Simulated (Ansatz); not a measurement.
# Ga: levels with and without spin–orbit coupling

```xyz
1
Lattice="-1.3844 1.3844 2.3112 1.3844 -1.3844 2.3112 1.3844 1.3844 -2.3112" Properties=species:S:1:pos:R:3 pbc="T T T"
Ga    0.0000    0.0000    0.0000
```

The cell is the one relaxed in the Materials Project (mp-140), not relaxed further here; entries there can be hypothetical.

Methods: DFT, LDA, all-electron LAPW, scalar-relativistic (Ansatz 0.2.0); DFT, LDA, all-electron LAPW, Dirac equation with spin-orbit coupling (Ansatz 0.2.0).

Sampling and basis: a Γ-centred 18×18×18 k mesh, Fermi–Dirac smearing of 0.05 eV, basis error target 0.5 meV/atom, no spin polarisation.

Levels between -6 and 4 eV, each run counted from its own valence-band top where it has a gap, else its Fermi level. Scalar levels are listed once for both spins; with the coupling every spinor state is counted. Levels near the edges of the range can cross them.

**Question.** At P (0.250, 0.250, 0.250) the scalar-relativistic levels are -0.41, 0.00 (×2), 2.40. What are they with spin–orbit coupling?

**Answer.** -0.41 (×2), -0.07 (×2), 0.06 (×2), 2.41 (×2).
